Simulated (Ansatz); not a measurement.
LiF (Griceite):

```
F Li
1.0
     0.00000    2.01400    2.01400
     2.01400    0.00000    2.01400
     2.01400    2.01400    0.00000
F Li
1 1
Cartesian
  2.0140 2.0140 2.0140
  0.0000 0.0000 0.0000
```

Program: Ansatz 0.2.0. Alike in all runs: task band structure; potentials or basis Ansatz PAW; no spin polarisation; cell as given; k mesh 11 × 11 × 11; smearing fermi-dirac 0.05 eV.

Task: Order these runs on this cell by their band gap on the k mesh, lowest first.
A. level PBE; cutoff (eV) 420
B. level r2SCAN; cutoff (eV) 500
C. level PBEsol; cutoff (eV) 420

Result: C (8.92 eV), A (9.09 eV), B (10.06 eV).

